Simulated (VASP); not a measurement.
Input of a VASP 6.6.1 run:

File INCAR:

```
PREC = Accurate
ENCUT = 400
EDIFF = 1E-6
ISMEAR = 0
SIGMA = 0.03
LREAL = F
LASPH = T
NELM = 80
ALGO = Normal
ISIF = 3
LWAVE = F
LCHARG = F
GGA = PE
IBRION = 2
NSW = 60
EDIFFG = -0.003
PSTRESS = 30
```

Contents of KPOINTS:

```
regular mesh
0
Gamma
  9 9 6
```

Contents of POSCAR:

```
Te
1.0
    4.4540000000      0.0000000000      0.0000000000
   -2.2270000000      3.8572771485      0.0000000000
    0.0000000000      0.0000000000      5.9240000000
Te
3
Direct
    0.2690000000      0.0000000000      0.3333333333
    0.0000000000      0.2690000000      0.6666666667
    0.7310000000      0.7310000000      0.0000000000
```

Potentials or basis: VASP PAW PBE potentials, release 64 (Te).

Launch:

```sh
$ cat potpaw_PBE.64/Te/POTCAR > POTCAR
$ mpirun -np 1 vasp_std > vasp.out
```

Problem. Estimate the band gap on the k mesh.

Solution. None (metal or under the smearing width).

Problem. Predict the space group after relaxing (to 0.05 Å).

Solution. P3_121 (No. 152).

Problem. Estimate the relaxed volume.

Solution. 31.55 Å³/atom.

Step by step:
```
step  energy change (eV)  largest force (eV/Å)  pressure (GPa)  volume (Å³)
   1              0.0000                0.1622            1.44       101.78
   2              0.0704                0.3719            3.92        96.99
   3              0.0498                0.3258            3.34        98.00
   4              0.0507                0.2437            3.31        96.94
   5              0.0833                0.0623            3.56        94.02
   6              0.0440                0.0388            2.03        96.28
   7              0.0665                0.0245            2.99        94.83
   8              0.0666                0.0190            2.99        94.82
   9              0.0671                0.0063            3.00        94.79
  10              0.0671                0.0025            2.97        94.79
  11              0.0672                0.0008            2.95        94.78
  12              0.0677                0.0008            2.97        94.75
  13              0.0684                0.0010            2.98        94.72
  14              0.0697                0.0013            3.01        94.64
```

Caveat: the cell is relaxed towards a set pressure, so the enthalpy falls and the energy may rise. The run has no spin-orbit coupling, so splittings on Te are missing.
